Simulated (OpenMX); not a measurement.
SiO2 under changes of volume

One of the cells (15.195 Å³/atom); the others are scaled copies at fixed shape and fractional positions:

```
Si O
1.0
    -2.83790    2.83790    5.66021
     2.83790   -2.83790    5.66021
     2.83790    2.83790   -5.66021
Si O
4 8
Direct
  0.87500 0.26362 0.88862
  0.01362 0.62500 0.88862
  0.73638 0.12500 0.11138
  0.37500 0.98638 0.11138
  0.63373 0.13373 0.50000
  0.46788 0.96788 0.93575
  0.03212 0.53212 0.06425
  0.11627 0.11627 0.00000
  0.88373 0.88373 0.00000
  0.86627 0.36627 0.50000
  0.28212 0.71788 0.00000
  0.71788 0.28212 0.00000
```

The cell comes from a database or a generator and needn't be the stable form of this composition.

| Item | Value |
| --- | --- |
| Program | OpenMX 3.8.5 |
| Functional | LDA |
| Potentials or basis | OpenMX 2013 LDA set, Si7.0-s2p2d1, O6.0-s2p2d1, fixed grid of 60 × 60 × 48 points |
| k mesh | 7 × 7 × 7 |
| Occupations | fermi-dirac, width 0.05 eV |
| Spin | no spin polarisation |

```csv
volume (Å³/atom),energy over the lowest point (meV/atom),gap on the mesh (eV),largest force (eV/Å)
14.283,15.49,5.56,0.956
14.587,4.22,5.44,0.613
14.891,0.00,5.30,0.296
15.195,2.10,5.16,0.093
15.499,9.93,5.02,0.280
15.803,?,?,?
16.107,40.59,4.70,0.757
```

**Question.** What does the run at 15.803 Å³/atom give?

**Answer.** Energy over the lowest point 22.92 meV/atom; gap on the mesh 4.86 eV; largest force 0.525 eV/Å.

Worked out: A Birch-Murnaghan fit of order 3 (a polynomial in V^(-2/3)) to the other rows has its minimum at 14.94 Å³/atom with B0 = V·E''(V) = 162 GPa and B' = 4.0 at fixed shape and positions, which overstates the stiffness. It gives 22.93 meV/atom at 15.803 Å³/atom, against the run's 22.92. A parabola through the other rows of the gap, of slope -8.18 eV per unit of ln V (its deformation potential) there, gives 4.86 eV, against the run's 4.86.

Energies are extrapolated to zero smearing.

Caveats: an odd mesh through Γ misses points on the zone boundary, where band edges often lie; the basis of atomic orbitals isn't converged, which shifts pressures, moduli and gaps.
